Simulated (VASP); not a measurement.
# Si2W (I4/mmm) in VASP: single point with PBEsol

Aim: the single point of Si2W with PBEsol.

All numbers are computed with VASP 6.6.1; they aren't measurements. Logs are shortened: lines on timing, memory, paths and dates and some standing lists are left out, and cuts for length are marked.

**1. The crystal as given**

Symmetry: I4/mmm, No. 139, tetragonal system. Conventional cell: a = 3.205 Å, b = 3.205 Å, c = 7.819 Å, α = 90.00°, β = 90.00°, γ = 90.00°. Si (site symmetry 4mm) has 5 Si at 2.59 to 2.62 Å and 5 W at 2.61 to 2.62 Å as nearest neighbours. W (site symmetry 4/mmm) has 10 Si at 2.61 to 2.62 Å as nearest neighbours.

The cell is a database's computed one.

**2. Single point, PBEsol, non-collinear spin, zero start, spin-orbit coupling**

INCAR reads:

```
PREC = Accurate ; ENCUT = 520
EDIFF = 1E-7 ; ISMEAR = 0
SIGMA = 0.1 ; LREAL = False
LASPH = True ; NELM = 100
ALGO = Normal ; ISIF = 2
LWAVE = False ; LCHARG = False
MAGMOM = 0 0 0 0 0 0 0 0 0 ; LORBIT = 11
LSORBIT = True ; GGA_COMPAT = False
LMAXMIX = 4 ; GGA = PS
NBANDS = 35
```

KPOINTS reads:

```
regular mesh
0
Gamma
  18 18 18
```

POSCAR reads:

```
Si2W
1.0
   -1.6022600000      1.6022600000      3.9092900000
    1.6022600000     -1.6022600000      3.9092900000
    1.6022600000      1.6022600000     -3.9092900000
Si W
2 1
Direct
    0.3345200000      0.3345200000      0.0000000000
    0.6654800000      0.6654800000      0.0000000000
    1.0000000000      1.0000000000      1.0000000000
```

Potentials or basis: VASP PAW PBE potentials, release 64 (Si, W_sv).

Started as:

```bash
cat potpaw_PBE.64/Si/POTCAR potpaw_PBE.64/W_sv/POTCAR > POTCAR
mpirun -np 1 vasp_ncl > vasp.out
```

OUTCAR:

```text
PREC = Accurate
   ENCUT = 520
   EDIFF = 1E-7
   ISMEAR = 0
   LREAL = False
   LASPH = True
   NELM = 100
   ISIF = 2
   LORBIT = 11
   LSORBIT = True
   GGA = PS

 ion  position               nearest neighbor table
   1  0.335  0.335  0.000-   2 2.59   3 2.61   3 2.61   3 2.61   3 2.61   3 2.62   2 2.62   2 2.62
                             2 2.62   2 2.62
   2  0.665  0.665  0.000-   1 2.59   3 2.61   3 2.61   3 2.61   3 2.61   3 2.62   1 2.62   1 2.62
                             1 2.62   1 2.62
   3  0.000  0.000  0.000-   2 2.61   2 2.61   2 2.61   1 2.61   2 2.61   1 2.61   1 2.61   1 2.61
                             1 2.62   2 2.62

  LATTYP: Found a body centered tetragonal cell.
 ALAT       =     3.2045200000
 C/A-ratio  =     2.4398599478

  Lattice vectors:

 A1 = (  -1.6022600000,   1.6022600000,   3.9092900000)
 A2 = (   1.6022600000,  -1.6022600000,   3.9092900000)
 A3 = (   1.6022600000,   1.6022600000,  -3.9092900000)

Analysis of symmetry for initial positions (statically):
=====================================================================
 Subroutine PRICEL returns:
 Original cell was already a primitive cell.

 Routine SETGRP: Setting up the symmetry group for a
 body centered tetragonal supercell.

 Subroutine GETGRP returns: Found 16 space group operations
 (whereof 16 operations were pure point group operations)
 out of a pool of 16 trial point group operations.

The static configuration has the point symmetry D_4h.

Analysis of symmetry for dynamics (positions and initial velocities):
=====================================================================
 Subroutine PRICEL returns:
 Original cell was already a primitive cell.

 Routine SETGRP: Setting up the symmetry group for a
 body centered tetragonal supercell.

 Subroutine GETGRP returns: Found 16 space group operations
 (whereof 16 operations were pure point group operations)
 out of a pool of 16 trial point group operations.

The dynamic configuration has the point symmetry D_4h.

Analysis of structural, dynamic, and magnetic symmetry:
=====================================================================
 Subroutine PRICEL returns:
 Original cell was already a primitive cell.

 Routine SETGRP: Setting up the symmetry group for a
 body centered tetragonal supercell.

 Subroutine GETGRP returns: Found 16 space group operations
 (whereof 16 operations were pure point group operations)
 out of a pool of 16 trial point group operations.

The overall configuration has the point symmetry D_4h.

 Subroutine INISYM returns: Found 16 space group operations
 (whereof 16 operations are pure point group operations),
 and found     1 'primitive' translations

----------------------------------------------------------------------------------------

                                     Primitive cell

  volume of cell :      40.1443

  direct lattice vectors                    reciprocal lattice vectors
    -1.602260000  1.602260000  3.909290000     0.000000000  0.312059216  0.127900463
     1.602260000 -1.602260000  3.909290000     0.312059216  0.000000000  0.127900463
     1.602260000  1.602260000 -3.909290000     0.312059216  0.312059216  0.000000000

  length of vectors
     4.518519948  4.518519948  4.518519948     0.337252847  0.337252847  0.441318376

  position of ions in fractional coordinates (direct lattice)
     0.334520000  0.334520000  0.000000000
     0.665480000  0.665480000  0.000000000
     0.000000000  0.000000000  0.000000000

  ion indices of the primitive-cell ions
   primitive index   ion index
                 1           1
                 2           2
                 3           3

----------------------------------------------------------------------------------------

 KPOINTS: regular mesh

Automatic generation of k-mesh.
 Grid dimensions read from file:
 generate k-points for:   18   18   18

 Generating k-lattice:

  Cartesian coordinates                     Fractional coordinates (reciprocal lattice)
     0.000000000  0.017336623  0.007105581     0.055555556  0.000000000 -0.000000000
     0.017336623  0.000000000  0.007105581     0.000000000  0.055555556 -0.000000000
     0.017336623  0.017336623  0.000000000     0.000000000  0.000000000  0.055555556

  Length of vectors
     0.018736269  0.018736269  0.024517688

  Shift w.r.t. Gamma in fractional coordinates (k-lattice)
     0.000000000  0.000000000  0.000000000

 Subroutine IBZKPT returns following result:
 ===========================================

 Found    480 irreducible k-points:

 Following reciprocal coordinates:
            Coordinates               Weight
  0.000000  0.000000  0.000000      1.000000
  0.055556 -0.000000  0.000000      8.000000
  0.111111 -0.000000  0.000000      8.000000
  0.166667  0.000000  0.000000      8.000000
  0.222222 -0.000000  0.000000      8.000000
  0.277778 -0.000000  0.000000      8.000000
[... 16 lines left out ...]
 -0.277778  0.055556 -0.000000     16.000000
 -0.222222  0.055556 -0.000000     16.000000
 [... further k-points ...]
   k-points           NKPTS =    480   k-points in BZ     NKDIM =    480   number of bands    NBANDS=     35
   number of dos      NEDOS =    301   number of ions     NIONS =      3
   total plane-waves  NPLWV =  46656
   dimension x,y,z NGX =    36 NGY =   36 NGZ =   36
   dimension x,y,z NGXF=    72 NGYF=   72 NGZF=   72
   ions per type =               2   1
   NGX,Y,Z   is equivalent  to a cutoff of  13.25, 13.25, 13.25 a.u.
   NGXF,Y,Z  is equivalent  to a cutoff of  26.49, 26.49, 26.49 a.u.
 SYSTEM =  unknown system
   PREC   = accura    normal or accurate (medium, high low for compatibility)
   ISTART =      0    job   : 0-new  1-cont  2-samecut
   ICHARG =      2    charge: 1-file 2-atom 10-const
   ISPIN  =      1    spin polarized calculation?
   LNONCOLLINEAR =      T non collinear calculations
   LSORBIT =      T    spin-orbit coupling
   LASPH  =      T    aspherical Exc in radial PAW
   ENCUT  =  520.0 eV  38.22 Ry    6.18 a.u.   8.40  8.40  8.40*2*pi/ulx,y,z
   NELM   =    100;   NELMIN=  2; NELMDL= -5     # of ELM steps
   EDIFF  = 0.1E-06   stopping-criterion for ELM
   LREAL  =      F    real-space projection
   EDIFFG = 0.1E-05   stopping-criterion for IOM
   NSW    =      0    number of steps for IOM
   IBRION =     -1    ionic relax: 0-MD 1-quasi-New 2-CG
   NFREE  =      0    steps in history (QN), initial steepest desc. (CG)
   ISIF   =      2    stress and relaxation
   ISYM   =      2    0-nonsym 1-usesym 2-fastsym
   POTIM  = 0.5000    time-step for ionic-motion
   TEBEG  =    0.0;   TEEND  =   0.0 temperature during run
   PSTRESS=    0.0 pullay stress
   NELECT =      22.0000    total number of electrons
   NUPDOWN=      -1.0000    fix difference up-down
   EMIN   =  10.00;   EMAX   =-10.00  energy-range for DOS
   EFERMI =   0.00;   METHOD = LEGACY
   ISMEAR =     0;   SIGMA  =   0.10  broadening in eV -4-tet -1-fermi 0-gaus
   EFERMI_NEDOS =   21; number of points for ismear=-14 and -15
   IALGO  =     38    algorithm
   IMIX   =      4    mixing-type and parameters
     AMIX     =   0.40;   BMIX     =  1.00
     AMIX_MAG =   1.60;   BMIX_MAG =  1.00
  volume/ion in A,a.u.               =      13.38        90.30
  Fermi-wavevector in a.u.,A,eV,Ry     =   1.339701  2.531667 24.419707  1.794798
  Thomas-Fermi vector in A             =   2.468072
   LORBIT       =     11    0 simple, 1 ext, 2 COOP (PROOUT), +10 PAW based schemes
   GGA     = PS    functional components
   LHFCALC =     F    Hartree Fock is set to
   AEXX    =    0.0000 exact exchange contribution
   IVDW    =     0    specifies the selected vdW correction
   LEPSILON=     F    determine dielectric tensor
   LRPA    =     F    only Hartree local field effects (RPA)
 Gauss-broadening in eV      SIGMA  =   0.10
  energy-cutoff  :      520.00
  volume of cell :       40.14
 maximum number of plane-waves:      2208
 NGX is ok and might be reduce to    36
   NGX = 17   NGY = 17   NGZ = 17

 number of electron      21.9999999 magnetization      -0.0000000     -0.0000000     -0.0000000

 number of electron      21.9999999 magnetization       0.0000000      0.0000000      0.0000000

 number of electron      21.9999999 magnetization       0.0000000     -0.0000000     -0.0000000

 number of electron      21.9999999 magnetization      -0.0000000      0.0000000      0.0000000

 Free energy of the ion-electron system (eV)
  ---------------------------------------------------
  ext. energy  EPLUGINS =         0.00000000
  ---------------------------------------------------
  free energy    TOTEN  =       -27.42195137 eV

  energy without entropy =      -27.42108839  energy(sigma->0) =      -27.42151988

 E-fermi :  11.9798     XC(G=0): -12.6410

 val. band max:       11.9726237768   @ k =  -0.3889   0.5000   0.3333
 cond. band min:      12.0315739956   @ k =  -0.3333  -0.3333   0.2778
 fundamental gap:      0.0589502189
 Fermi energy:        11.9797850050

 k-point     1 :       0.0000    0.0000    0.0000
  band No.  band energies     occupation
      1     -61.8432      1.00000
      2     -61.8432      1.00000
      3     -31.9828      1.00000
      4     -31.9828      1.00000
      5     -23.3536      1.00000
      6     -23.3536      1.00000
[... 877 lines left out ...]
     33      18.3630      0.00000
     34      18.3630      0.00000

 [... further k-points ...]

 [bands above 34 left out]

------------------------ aborting loop because EDIFF is reached ----------------------------------------

  FORCE on cell =-STRESS in cart. coord.  units (eV):
  Direction    XX          YY          ZZ          XY          YZ          ZX
  --------------------------------------------------------------------------------------
  -------------------------------------------------------------------------------------
  Total        0.0568281      0.0568281      0.0631548      0.0000000      0.0000000     -0.0000000
  in kB        2.2680365      2.2680365      2.5205386      0.0000000      0.0000000     -0.0000000
  external PRESSURE =       2.3522039 kB  Pullay stress =       0.0000000 kB

 VOLUME and BASIS-vectors are now :
 -----------------------------------------------------------------------------
  energy-cutoff  :      520.00
  volume of cell :       40.14
      direct lattice vectors                 reciprocal lattice vectors
    -1.602260000  1.602260000  3.909290000     0.000000000  0.312059216  0.127900463
     1.602260000 -1.602260000  3.909290000     0.312059216  0.000000000  0.127900463
     1.602260000  1.602260000 -3.909290000     0.312059216  0.312059216  0.000000000

 POSITION                                       TOTAL-FORCE (eV/Angst)
 -----------------------------------------------------------------------------------
      0.00000      0.00000      2.61547         0.000000      0.000000     -0.010432
      0.00000      0.00000      5.20311         0.000000      0.000000      0.010432
      0.00000      0.00000      0.00000        -0.000000     -0.000000     -0.000000
 -----------------------------------------------------------------------------------
    total drift:                                0.000000     -0.000000     -0.000000

  FREE ENERGIE OF THE ION-ELECTRON SYSTEM (eV)
  ---------------------------------------------------
  free  energy   TOTEN  =       -27.4219513730 eV

  energy  without entropy=      -27.4210883927  energy(sigma->0) =      -27.42151988

 Spin-Orbit-Coupling matrix elements

 Ion:    1  E_soc:     -0.0010800
 l=   1
     0.0000000    -0.0001529    -0.0002342
    -0.0001529     0.0000000    -0.0001529
    -0.0002342    -0.0001529     0.0000000
 l=   2
     0.0000000     0.0000000     0.0000000     0.0000000     0.0000000
     0.0000000     0.0000000     0.0000000     0.0000000     0.0000000
     0.0000000     0.0000000     0.0000000     0.0000000     0.0000000
     0.0000000     0.0000000     0.0000000     0.0000000     0.0000000
     0.0000000     0.0000000     0.0000000     0.0000000     0.0000000
 l=   3
     0.0000000     0.0000000     0.0000000     0.0000000     0.0000000     0.0000000     0.0000000
     0.0000000     0.0000000     0.0000000     0.0000000     0.0000000     0.0000000     0.0000000
     0.0000000     0.0000000     0.0000000     0.0000000     0.0000000     0.0000000     0.0000000
     0.0000000     0.0000000     0.0000000     0.0000000     0.0000000     0.0000000     0.0000000
[... 29 lines left out ...]
 l=   2
     0.0000000    -0.0059498     0.0000000    -0.0059498    -0.0225365
    -0.0059498     0.0000000    -0.0163243    -0.0063922    -0.0055687
     0.0000000    -0.0163243     0.0000000    -0.0163243     0.0000000
    -0.0059498    -0.0063922    -0.0163243     0.0000000    -0.0055687
    -0.0225365    -0.0055687     0.0000000    -0.0055687     0.0000000
 l=   3
     0.0000000     0.0000000     0.0000000     0.0000000     0.0000000     0.0000000     0.0000000
     0.0000000     0.0000000     0.0000000     0.0000000     0.0000000     0.0000000     0.0000000
     0.0000000     0.0000000     0.0000000     0.0000000     0.0000000     0.0000000     0.0000000
     0.0000000     0.0000000     0.0000000     0.0000000     0.0000000     0.0000000     0.0000000
     0.0000000     0.0000000     0.0000000     0.0000000     0.0000000     0.0000000     0.0000000
     0.0000000     0.0000000     0.0000000     0.0000000     0.0000000     0.0000000     0.0000000
     0.0000000     0.0000000     0.0000000     0.0000000     0.0000000     0.0000000     0.0000000

 total charge

# of ion       s       p       d       tot
------------------------------------------
    1        0.737   0.894   0.000   1.631
    2        0.737   0.894   0.000   1.631
    3        2.318   6.317   3.632  12.267
--------------------------------------------------
tot          3.793   8.104   3.632  15.529

 magnetization (x)

# of ion       s       p       d       tot
------------------------------------------
    1        0.000   0.000   0.000   0.000
    2        0.000   0.000   0.000   0.000
    3       -0.000   0.000   0.000   0.000
--------------------------------------------------
tot         -0.000   0.000   0.000   0.000

 magnetization (y)

# of ion       s       p       d       tot
------------------------------------------
    1        0.000  -0.000   0.000  -0.000
    2        0.000  -0.000   0.000  -0.000
    3        0.000   0.000   0.000   0.000
--------------------------------------------------
tot          0.000  -0.000   0.000  -0.000

 magnetization (z)

# of ion       s       p       d       tot
------------------------------------------
    1        0.000   0.000   0.000   0.000
    2        0.000   0.000   0.000   0.000
    3        0.000   0.000   0.000   0.000
--------------------------------------------------
tot          0.000   0.000   0.000   0.000
```

Wall time 29 min (1 thread of Intel Xeon Platinum 8559C (Emerald Rapids), shared host); peak memory 1.1 GiB.

What came out:

* Free energy: -27.4220 eV
* Pressure: 0.2 GPa
* Largest force: 0.010 eV/Å
* Net moment: 0.00 μB per cell
* Valence electrons inside the program's atomic spheres: Si 1.63; W 12.27

Forces in eV/Å, atoms in the order of the input:
```
Si   0.000  0.000 -0.010
Si   0.000  0.000  0.010
W    0.000  0.000  0.000
```

Moments on the atoms (μB; x, y, z):
```
Si  0.00 0.00 0.00
Si  0.00 0.00 0.00
W   0.00 0.00 0.00
```

Caveat: the PAW data sets were made with another functional, which shifts forces and pressure a little.
